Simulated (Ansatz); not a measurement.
# TiAl (Pm-3m), symmetry broken, then relaxed

All numbers below come from DFT PBE, scalar-relativistic, plane waves, PAW in Ansatz 0.2.0. Cutoff 420 eV, Γ-centred 10×10×10 k-points, Gaussian smearing of 0.15 eV. No spin polarisation. Energies are free energies at this smearing, counted from the undisturbed cell; pressure is positive in compression.

The undisturbed cell (relaxed at this level; it needn't be the usual structure):

```yaml
crystal:
  lattice:
    - [3.18632, 0.00000, 0.00000]
    - [0.00000, 3.18632, 0.00000]
    - [0.00000, 0.00000, 3.18632]
  atoms:
    - { symbol: Ti, position: [0.00000, 0.00000, 0.00000] }
    - { symbol: Al, position: [0.50000, 0.50000, 0.50000] }
```

The atoms are displaced (Å, in the unstrained cell):

| atom | ux | uy | uz |
| --- | --- | --- | --- |
| Ti1 | 0.007 | 0.017 | -0.024 |
| Al2 | -0.007 | -0.017 | 0.024 |

The atoms are then relaxed in that fixed cell.

**Question.** Does the relaxation return to the undisturbed structure?

**Answer.** Yes (up to a choice of domain or origin): same space group and volume, and an energy 0.0 meV/atom from it. The disturbance itself cost 5.6 meV/atom. The final space group reads Pm-3m (tolerance 0.05 Å) and the volume changes by 0.00 %.

Final structure:

```yaml
crystal:
  lattice:
    - [3.18632, 0.00000, 0.00000]
    - [0.00000, 3.18632, 0.00000]
    - [0.00000, 0.00000, 3.18632]
  atoms:
    - { symbol: Ti, position: [0.00000, 0.00001, 0.99999] }
    - { symbol: Al, position: [0.50000, 0.49999, 0.50001] }
```

The relaxation, step by step (energy from the first step):

```
step  ΔE (meV/atom) largest force component (eV/Å) pressure (GPa)
   1            0.0                           0.296             n/a
   2           -5.4                           0.055             n/a
   3           -5.6                           0.000             n/a
   4           -5.6                           0.000             n/a
```

Frames along the relaxation (Å, eV/Å):

```xyz
2
Lattice="3.186 0.000 0.000 0.000 3.186 0.000 0.000 0.000 3.186" Properties=species:S:1:pos:R:3:forces:R:3 pbc="T T T" step=1
Ti    0.007    0.017   -0.024   -0.090   -0.206    0.296
Al    1.586    1.577    1.617    0.090    0.206   -0.296
2
Lattice="3.186 0.000 0.000 0.000 3.186 0.000 0.000 0.000 3.186" Properties=species:S:1:pos:R:3:forces:R:3 pbc="T T T" step=2
Ti   -0.001   -0.003    0.004    0.015    0.036   -0.055
Al    1.594    1.596    1.589   -0.015   -0.036    0.055
2
Lattice="3.186 0.000 0.000 0.000 3.186 0.000 0.000 0.000 3.186" Properties=species:S:1:pos:R:3:forces:R:3 pbc="T T T" step=3
Ti    0.000    0.000    0.000    0.000    0.000    0.000
Al    1.593    1.593    1.593    0.000    0.000    0.000
2
Lattice="3.186 0.000 0.000 0.000 3.186 0.000 0.000 0.000 3.186" Properties=species:S:1:pos:R:3:forces:R:3 pbc="T T T" step=4
Ti    0.000    0.000    0.000    0.000    0.000    0.000
Al    1.593    1.593    1.593    0.000    0.000    0.000
```

Cost: 3 runs of about 1.5 core-minutes in all, on Arm Neoverse V2 (shared hosts).